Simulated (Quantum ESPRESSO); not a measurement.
# BN (F-43m) in Quantum ESPRESSO: notebook

Runs on BN. Level: PBE+D3(BJ). Tasks: single point, equation of state.

All numbers are computed with Quantum ESPRESSO 7.5; they aren't measurements. Logs are shortened: lines on timing, memory, paths and dates and some standing lists are left out, and cuts for length are marked.

**What was measured.**

From “Effect of nanostructuration on compressibility of cubic BN”, 2012, arxiv:1208.3664, for a bulk crystal of BN at 300 K: bulk modulus 395 ± 2 GPa.

The runs below are set against these values where they give the same quantity.

## 1. The crystal as given

Symmetry: F-43m, No. 216, cubic system. Conventional cell: a = 3.626 Å, b = 3.626 Å, c = 3.626 Å, α = 90.00°, β = 90.00°, γ = 90.00°. N (site symmetry -43m) is surrounded by 4 B at 1.57 Å. Around B (site symmetry -43m) lie 4 N at 1.57 Å.

The cell is a database's computed one.

## 2. Single point, PBE+D3(BJ), 5.60 Å³/atom

The input, pw.in:

```
&CONTROL
  calculation = 'scf'
  prefix = 'pwscf'
  outdir = './tmp'
  pseudo_dir = './pseudo'
  tprnfor = .true.
  tstress = .true.
  disk_io = 'nowf'
/
&SYSTEM
  ibrav = 0
  nat = 2
  ntyp = 2
  ecutwfc = 84
  nbnd = 9
  occupations = 'smearing'
  smearing = 'fd'
  degauss = 0.00367493
  vdw_corr = 'grimme-d3'
  dftd3_version = 4
/
&ELECTRONS
  conv_thr = 4d-10
  electron_maxstep = 120
  mixing_beta = 0.5
/
ATOMIC_SPECIES
N     14.0070 N.upf
B     10.8100 B.upf
CELL_PARAMETERS angstrom
   0.0000000000    1.7759905947    1.7759905947
   1.7759905947    0.0000000000    1.7759905947
   1.7759905947    1.7759905947    0.0000000000
ATOMIC_POSITIONS crystal
N      0.2500000000    0.2500000000    0.2500000000
B      0.0000000000    0.0000000000    0.0000000000
K_POINTS automatic
13 13 13 0 0 0
```

Potentials or basis: PseudoDojo 0.4.1 SR PBE standard.

The run is started by

```bash
OMP_NUM_THREADS=1 pw.x -in pw.in > pw.out
```

pw.out:

```text
This program is part of the open-source Quantum ESPRESSO suite
     for quantum simulation of materials; please cite
         "P. Giannozzi et al., J. Phys.:Condens. Matter 21 395502 (2009);
         "P. Giannozzi et al., J. Phys.:Condens. Matter 29 465901 (2017);
         "P. Giannozzi et al., J. Chem. Phys. 152 154105 (2020);
     in publications or presentations arising from this work. More details at

     Message from routine setup:
     using ibrav=0 with symmetry is DISCOURAGED, use correct ibrav instead

     G-vector sticks info
     --------------------
     sticks:   dense  smooth     PW     G-vecs:    dense   smooth      PW
     Sum         511     511    163                 7799     7799    1459

     Using Slab Decomposition

     bravais-lattice index     =            0
     lattice parameter (alat)  =       4.7463  a.u.
     unit-cell volume          =      75.6047 (a.u.)^3
     number of atoms/cell      =            2
     number of atomic types    =            2
     number of electrons       =         8.00
     number of Kohn-Sham states=            9
     kinetic-energy cutoff     =      84.0000  Ry
     charge density cutoff     =     336.0000  Ry
     scf convergence threshold =      4.0E-10
     mixing beta               =       0.5000
     number of iterations used =            8  plain     mixing
     Exchange-correlation= PBE
                           (   1   4   3   4   0   0   0)

     celldm(1)=   4.746293  celldm(2)=   0.000000  celldm(3)=   0.000000
     celldm(4)=   0.000000  celldm(5)=   0.000000  celldm(6)=   0.000000

     crystal axes: (cart. coord. in units of alat)
               a(1) = (   0.000000   0.707107   0.707107 )
               a(2) = (   0.707107   0.000000   0.707107 )
               a(3) = (   0.707107   0.707107   0.000000 )

     reciprocal axes: (cart. coord. in units 2 pi/alat)
               b(1) = ( -0.707107  0.707107  0.707107 )
               b(2) = (  0.707107 -0.707107  0.707107 )
               b(3) = (  0.707107  0.707107 -0.707107 )

     PseudoPot. # 1 for N  read from file:
     N.upf
     Pseudo is Norm-conserving + core correction, Zval =  5.0
     Generated using ONCVPSP code by D. R. Hamann
     Using radial grid of 1058 points,  4 beta functions with:
                l(1) =   0
                l(2) =   0
                l(3) =   1
                l(4) =   1

     PseudoPot. # 2 for B  read from file:
     B.upf
     Pseudo is Norm-conserving + core correction, Zval =  3.0
     Generated using ONCVPSP code by D. R. Hamann
     Using radial grid of 1534 points,  4 beta functions with:
                l(1) =   0
                l(2) =   0
                l(3) =   1
                l(4) =   1

     atomic species   valence    mass     pseudopotential
     N                 5.00    14.00700     N ( 1.00)
     B                 3.00    10.81000     B ( 1.00)

     24 Sym. Ops. (no inversion) found

   Cartesian axes

     site n.     atom                  positions (alat units)
         1        N      tau(   1) = (   0.3535534   0.3535534   0.3535534  )
         2        B      tau(   2) = (   0.0000000   0.0000000   0.0000000  )

     --------------------------------------------
     DFT-D3 Dispersion Correction (3-body terms):
     --------------------------------------------
       Reference C6 values for interpolation:

         atom   Coordination number   C6
         B          0.000           214.36
         B          0.971           150.74
         B          1.944           106.23
         B          2.913            62.89
         B          4.586            56.06
         N          0.000            50.54
         N          0.994            44.25
         N          2.014            39.35
         N          2.990            31.16

       Values used:

         atom   Coordination number  R0_AB[au]  C6      C8
         N          4.271            2.478     31.16    687.49
         B          4.664            3.039     56.06   2233.91

         Molecular C6 ( Ry / a.u.^6 ) =       169.58

     number of k points=    84  Fermi-Dirac smearing, width (Ry)=  0.0037
                       cart. coord. in units 2pi/alat
        k(    1) = (   0.0000000   0.0000000   0.0000000), wk =   0.0009103
        k(    2) = (   0.0543928   0.0543928  -0.0543928), wk =   0.0072827
        k(    3) = (   0.1087857   0.1087857  -0.1087857), wk =   0.0072827
        k(    4) = (   0.1631785   0.1631785  -0.1631785), wk =   0.0072827
        k(    5) = (   0.2175713   0.2175713  -0.2175713), wk =   0.0072827
        k(    6) = (   0.2719641   0.2719641  -0.2719641), wk =   0.0072827
[... 76 lines left out ...]
        k(   83) = (   0.0000000  -0.4351426   0.6527140), wk =   0.0218480
        k(   84) = (  -0.0543928  -0.3807498   0.7071068), wk =   0.0218480

     Dense  grid:     7799 G-vectors     FFT dimensions: (  27,  27,  27)

     Initial potential from superposition of free atoms

     starting charge       7.9997, renormalised to       8.0000
     Starting wfcs are    8 randomized atomic wfcs +    1 random wfcs

     Self-consistent Calculation

     iteration #  1     ecut=    84.00 Ry     beta= 0.50
     Davidson diagonalization with overlap
     ethr =  1.00E-02,  avg # of iterations =  5.1

     total energy              =     -26.79337052 Ry
     estimated scf accuracy    <       0.22350920 Ry

     iteration #  2     ecut=    84.00 Ry     beta= 0.50
     Davidson diagonalization with overlap
     ethr =  2.79E-03,  avg # of iterations =  1.0

     total energy              =     -26.82993918 Ry
     estimated scf accuracy    <       0.01998854 Ry

     iteration #  3     ecut=    84.00 Ry     beta= 0.50
     Davidson diagonalization with overlap
     ethr =  2.50E-04,  avg # of iterations =  1.1

     total energy              =     -26.83116472 Ry
     estimated scf accuracy    <       0.00335776 Ry

     iteration #  4     ecut=    84.00 Ry     beta= 0.50
     Davidson diagonalization with overlap
     ethr =  4.20E-05,  avg # of iterations =  1.4

     total energy              =     -26.83132785 Ry
     estimated scf accuracy    <       0.00004580 Ry

     iteration #  5     ecut=    84.00 Ry     beta= 0.50
     Davidson diagonalization with overlap
     ethr =  5.73E-07,  avg # of iterations =  2.9

     total energy              =     -26.83133752 Ry
     estimated scf accuracy    <       0.00000646 Ry

     iteration #  6     ecut=    84.00 Ry     beta= 0.50
     Davidson diagonalization with overlap
     ethr =  8.08E-08,  avg # of iterations =  1.0

     total energy              =     -26.83133864 Ry
     estimated scf accuracy    <       0.00000002 Ry

     iteration #  7     ecut=    84.00 Ry     beta= 0.50
     Davidson diagonalization with overlap
     ethr =  2.04E-10,  avg # of iterations =  3.2

     total energy              =     -26.83133866 Ry
     estimated scf accuracy    <       0.00000002 Ry

     iteration #  8     ecut=    84.00 Ry     beta= 0.50
     Davidson diagonalization with overlap
     ethr =  2.04E-10,  avg # of iterations =  1.0

     End of self-consistent calculation

          k = 0.0000 0.0000 0.0000 (   941 PWs)   bands (ev):

    -8.8016  12.0193  12.0193  12.0193  21.1551  21.1551  21.1551  23.2591
    37.7701

          k = 0.0544 0.0544-0.0544 (   950 PWs)   bands (ev):

    -8.6513  11.2077  11.8548  11.8548  21.3997  21.4041  21.4041  23.7066
    37.4981

          k = 0.1088 0.1088-0.1088 (   968 PWs)   bands (ev):

    -8.2047   9.2795  11.4438  11.4438  21.8098  22.0028  22.0028  24.8275
    36.8662

          k = 0.1632 0.1632-0.1632 (   965 PWs)   bands (ev):

    -7.4770   6.9385  10.9482  10.9482  22.1936  22.6234  22.6234  26.0381
    36.2854

          k = 0.2176 0.2176-0.2176 (   974 PWs)   bands (ev):

    -6.5065   4.5849  10.4975  10.4975  22.5330  22.9995  22.9995  26.9575
    36.0187

          k = 0.2720 0.2720-0.2720 (   984 PWs)   bands (ev):

    -5.3968   2.4894  10.1674  10.1674  22.7876  23.1088  23.1088  27.5212
    36.0666

          k = 0.3264 0.3264-0.3264 (   978 PWs)   bands (ev):

    -4.4769   1.0603   9.9950   9.9950  22.9216  23.1020  23.1020  27.7842
    36.2290

          k = 0.1088-0.0000 0.0000 (   953 PWs)   bands (ev):

    -8.6013  11.5127  11.5163  11.5163  20.8683  21.8269  21.8269  23.7820
    35.9065

          k = 0.1632 0.0544-0.0544 (   969 PWs)   bands (ev):

    -8.2536   9.9343  10.9919  11.4356  20.9131  22.4365  22.5666  24.5619
    34.2154

          k = 0.2176 0.1088-0.1088 (   973 PWs)   bands (ev):

    -7.6195   7.7469  10.4541  11.0590  21.3662  22.9105  23.2977  25.5963
    33.4863

          k = 0.2720 0.1632-0.1632 (   970 PWs)   bands (ev):

    -6.7275   5.4172  10.0214  10.5524  21.8665  23.2587  23.7383  26.4788
    33.7820

          k = 0.3264 0.2176-0.2176 (   981 PWs)   bands (ev):

    -5.6517   3.2389   9.7567  10.0565  22.2132  23.4422  23.8195  27.2501
    34.6211

          k = 0.3807 0.2720-0.2720 (   983 PWs)   bands (ev):

    -4.6151   1.5429   9.6602   9.6853  22.4390  23.4998  23.6807  27.8385
    35.3077

          k =-0.2720-0.3807 0.3807 (   986 PWs)   bands (ev):

    -4.2391   0.9991   9.4164   9.8078  22.6687  23.4608  23.4852  28.0415
    35.6171
[... 303 lines left out ...]
    -5.1064   4.7817   6.7680   8.8225  21.0420  24.3114  25.7453  27.5446
    32.4741

          k =-0.2176-0.4351 0.6527 (   984 PWs)   bands (ev):

    -4.1295   3.5557   6.1989   8.1528  21.5847  24.1671  26.4991  28.4253
    32.2074

          k =-0.1632-0.3807 0.5983 (   981 PWs)   bands (ev):

    -3.3749   2.5500   6.0868   7.6955  21.7800  24.1835  27.5556  28.9024
    31.2200

          k =-0.1632-0.4895 0.7071 (   993 PWs)   bands (ev):

    -3.7970   3.9510   6.0533   7.0839  20.1939  24.3574  26.6082  29.4857
    32.3338

          k =-0.1088-0.4351 0.6527 (   986 PWs)   bands (ev):

    -3.0631   3.4032   5.3593   6.6125  20.9611  25.1628  26.6261  29.5731
    31.6215

          k =-0.0544-0.3807 0.5983 (   994 PWs)   bands (ev):

    -2.8491   3.2622   4.8567   6.7771  21.5373  25.1724  27.6724  28.7030
    31.0953

          k = 0.0000-0.3264 0.5439 (   990 PWs)   bands (ev):

    -3.3129   3.4656   5.0552   7.3652  21.8855  24.4729  27.1002  29.4099
    31.0077

          k =-0.0544-0.4895 0.7071 (   985 PWs)   bands (ev):

    -2.8044   3.4787   5.6830   5.8539  19.7071  24.2031  27.9018  29.9552
    32.4237

          k = 0.0000-0.4351 0.6527 (   984 PWs)   bands (ev):

    -2.6118   3.7895   4.5146   6.0934  20.7409  25.5232  27.1240  29.0279
    32.0140

          k =-0.0544-0.3807 0.7071 (   985 PWs)   bands (ev):

    -2.6277   3.8901   4.7327   5.6314  21.7723  25.6308  26.8635  28.2606
    31.9153

     the Fermi energy is    14.4842 ev

!    total energy              =     -26.83133866 Ry
     estimated scf accuracy    <          2.8E-10 Ry
     smearing contrib. (-TS)   =       0.00000000 Ry
     internal energy E=F+TS    =     -26.83133866 Ry

     The total energy is F=E-TS. E is the sum of the following terms:
     one-electron contribution =       5.34591277 Ry
     hartree contribution      =       3.48552667 Ry
     xc contribution           =      -8.82519830 Ry
     ewald contribution        =     -26.80812087 Ry
     DFT-D3 Dispersion         =      -0.02945893 Ry

     convergence has been achieved in   8 iterations

     Forces acting on atoms (cartesian axes, Ry/au):

     atom    1 type  1   force =    -0.00000000    0.00000000   -0.00000000
     atom    2 type  2   force =     0.00000000    0.00000000   -0.00000000

     Total force =     0.000000     Total SCF correction =     0.000000

     Computing stress (Cartesian axis) and pressure

          total   stress  (Ry/bohr**3)                   (kbar)     P=      195.66
   0.00133004   0.00000000   0.00000000          195.66        0.00        0.00
  -0.00000000   0.00133004  -0.00000000           -0.00      195.66       -0.00
   0.00000000  -0.00000000   0.00133004            0.00       -0.00      195.66

=------------------------------------------------------------------------------=
   JOB DONE.
=------------------------------------------------------------------------------=
```

It took 14 s on 1 thread of Arm Neoverse V2, shared host; peak memory 0.05 GiB.

What came out:

```
Free energy            : -365.0590 eV
Pressure               : 19.6 GPa
Band gap on the k mesh : 4.68 eV, indirect (least direct gap 9.14 eV)
```

Caveat: an odd mesh through Γ misses points on the zone boundary, where band edges often lie.

## 3. Single point, PBE+D3(BJ), 5.72 Å³/atom

Changes to pw.in since step 2:

```diff
@@ -30,5 +30,5 @@
 CELL_PARAMETERS angstrom
-   0.0000000000    1.7759905947    1.7759905947
-   1.7759905947    0.0000000000    1.7759905947
-   1.7759905947    1.7759905947    0.0000000000
+   0.0000000000    1.7884979828    1.7884979828
+   1.7884979828    0.0000000000    1.7884979828
+   1.7884979828    1.7884979828    0.0000000000
 ATOMIC_POSITIONS crystal
```

Potentials or basis: PseudoDojo 0.4.1 SR PBE standard.

The run is started by

```bash
OMP_NUM_THREADS=1 pw.x -in pw.in > pw.out
```

It took 14 s on 1 thread of Arm Neoverse V2, shared host; peak memory 0.05 GiB.

Results (log left out):

```yaml
Free_energy: -365.0812 eV
Pressure: 10.4 GPa
Band_gap_on_the_k_mesh: 4.65 eV, indirect (least direct gap 9.03 eV)
```

Caveat: an odd mesh through Γ misses points on the zone boundary, where band edges often lie.

## 4. Single point, PBE+D3(BJ), 5.84 Å³/atom

Changes to pw.in since step 3:

```diff
@@ -30,5 +30,5 @@
 CELL_PARAMETERS angstrom
-   0.0000000000    1.7884979828    1.7884979828
-   1.7884979828    0.0000000000    1.7884979828
-   1.7884979828    1.7884979828    0.0000000000
+   0.0000000000    1.8008328414    1.8008328414
+   1.8008328414    0.0000000000    1.8008328414
+   1.8008328414    1.8008328414    0.0000000000
 ATOMIC_POSITIONS crystal
```

The run is started by

```bash
OMP_NUM_THREADS=1 pw.x -in pw.in > pw.out
```

Run time: 14 s. Hardware: 1 thread of Arm Neoverse V2, shared host; peak memory 0.05 GiB.

The run converged. Its results:

```yaml
Free_energy: -365.0904 eV
Pressure: 2.1 GPa
Band_gap_on_the_k_mesh: 4.62 eV, indirect (least direct gap 8.93 eV)
```

Caveat: an odd mesh through Γ misses points on the zone boundary, where band edges often lie.

## 5. Single point, PBE+D3(BJ), 5.96 Å³/atom

Changes to pw.in since step 4:

```diff
@@ -30,5 +30,5 @@
 CELL_PARAMETERS angstrom
-   0.0000000000    1.8008328414    1.8008328414
-   1.8008328414    0.0000000000    1.8008328414
-   1.8008328414    1.8008328414    0.0000000000
+   0.0000000000    1.8130010000    1.8130010000
+   1.8130010000    0.0000000000    1.8130010000
+   1.8130010000    1.8130010000    0.0000000000
 ATOMIC_POSITIONS crystal
```

The run is started by

```bash
OMP_NUM_THREADS=1 pw.x -in pw.in > pw.out
```

Wall time 14 s (1 thread of Arm Neoverse V2, shared host); peak memory 0.05 GiB.

It converged, with:

```
Free energy            : -365.0879 eV
Pressure               : -5.4 GPa
Band gap on the k mesh : 4.60 eV, indirect (least direct gap 8.83 eV)
```

Caveat: an odd mesh through Γ misses points on the zone boundary, where band edges often lie.

## 6. Single point, PBE+D3(BJ), 6.08 Å³/atom

Changes to pw.in since step 5:

```diff
@@ -30,5 +30,5 @@
 CELL_PARAMETERS angstrom
-   0.0000000000    1.8130010000    1.8130010000
-   1.8130010000    0.0000000000    1.8130010000
-   1.8130010000    1.8130010000    0.0000000000
+   0.0000000000    1.8250079791    1.8250079791
+   1.8250079791    0.0000000000    1.8250079791
+   1.8250079791    1.8250079791    0.0000000000
 ATOMIC_POSITIONS crystal
```

Potentials or basis: PseudoDojo 0.4.1 SR PBE standard.

The run is started by

```bash
OMP_NUM_THREADS=1 pw.x -in pw.in > pw.out
```

It took 14 s on 1 thread of Arm Neoverse V2, shared host; peak memory 0.05 GiB.

Results (log left out):

```
Free energy            : -365.0747 eV
Pressure               : -12.3 GPa
Band gap on the k mesh : 4.57 eV, indirect (least direct gap 8.74 eV)
```

Caveat: an odd mesh through Γ misses points on the zone boundary, where band edges often lie.

## 7. Single point, PBE+D3(BJ), 6.20 Å³/atom

Changes to pw.in since step 6:

```diff
@@ -30,5 +30,5 @@
 CELL_PARAMETERS angstrom
-   0.0000000000    1.8250079791    1.8250079791
-   1.8250079791    0.0000000000    1.8250079791
-   1.8250079791    1.8250079791    0.0000000000
+   0.0000000000    1.8368590123    1.8368590123
+   1.8368590123    0.0000000000    1.8368590123
+   1.8368590123    1.8368590123    0.0000000000
 ATOMIC_POSITIONS crystal
```

The run is started by

```bash
OMP_NUM_THREADS=1 pw.x -in pw.in > pw.out
```

Run time: 13 s. Hardware: 1 thread of Arm Neoverse V2, shared host; peak memory 0.05 GiB.

It converged, with:

| Property | Result |
| --- | --- |
| Free energy | -365.0517 eV |
| Pressure | -18.5 GPa |
| Band gap on the k mesh | 4.54 eV, indirect (least direct gap 8.64 eV) |

Caveat: an odd mesh through Γ misses points on the zone boundary, where band edges often lie.

## 8. Single point, PBE+D3(BJ), 6.32 Å³/atom

Changes to pw.in since step 7:

```diff
@@ -30,5 +30,5 @@
 CELL_PARAMETERS angstrom
-   0.0000000000    1.8368590123    1.8368590123
-   1.8368590123    0.0000000000    1.8368590123
-   1.8368590123    1.8368590123    0.0000000000
+   0.0000000000    1.8485590667    1.8485590667
+   1.8485590667    0.0000000000    1.8485590667
+   1.8485590667    1.8485590667    0.0000000000
 ATOMIC_POSITIONS crystal
```

The run is started by

```bash
OMP_NUM_THREADS=1 pw.x -in pw.in > pw.out
```

It took 13 s on 1 thread of Arm Neoverse V2, shared host; peak memory 0.05 GiB.

Results (log left out):

```yaml
Free_energy: -365.0198 eV
Pressure: -24.2 GPa
Band_gap_on_the_k_mesh: 4.52 eV, indirect (least direct gap 8.55 eV)
```

Caveat: an odd mesh through Γ misses points on the zone boundary, where band edges often lie.

## 9. Equation of state, PBE+D3(BJ)

Potentials or basis: PseudoDojo 0.4.1 SR PBE standard.

No new run: the results of the series are fitted here.

Results:

```yaml
Equilibrium_volume: 5.87 Å³/atom
Bulk_modulus: 380 GPa
Pressure_derivative_of_the_bulk_modulus: 3.7
```

Energy against volume, from the lowest point:
```tsv
volume (Å³/atom)	energy (meV/atom)
5.602	15.74
5.721	4.63
5.840	0.00
5.959	1.26
6.078	7.88
6.198	19.37
6.317	35.30
```

## 10. How close it comes

Step 9. Measured bulk modulus of BN: 395 GPa (300 K; quoted in “Effect of nanostructuration on compressibility of cubic BN”, 2012, arxiv:1208.3664). This calculation gives 380 GPa (-3.8 %). The fit is for a static lattice scaled at fixed shape and fixed fractional positions.
